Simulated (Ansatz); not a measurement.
The system is Ta2N.

```
Ta N
1.0
     3.11286    0.00000    0.00000
    -1.55643    2.69582    0.00000
     0.00000    0.00000    4.86984
Ta N
2 1
Cartesian
  0.0000 1.7972 1.2404
  1.5564 0.8986 3.6294
  0.0000 0.0000 0.0000
```

The cell comes from a database or a generator and needn't be the stable form of this composition.

Program: Ansatz 0.2.0. Alike in all runs: task single point; potentials or basis Ansatz PAW; no spin polarisation; cell as given; k mesh 5 × 5 × 3; smearing fermi-dirac 0.05 eV; the mesh is coarse, so values aren't converged.

Q: Order these runs on this cell by their pressure, lowest first.
A. level B3LYP; cutoff (eV) 420
B. level PBE0; cutoff (eV) 420
C. level PBEsol0; cutoff (eV) 420
D. level r2SCAN0; cutoff (eV) 500

A: C (-12.8 GPa), D (-9.4 GPa), B (-7.3 GPa), A (1.3 GPa).

Caveats: all runs use coarse meshes; the PAW data sets come from PBE, with cores solved anew for the run's functional, which leaves a small shift of forces and pressure; the thresholds are loose for stress.
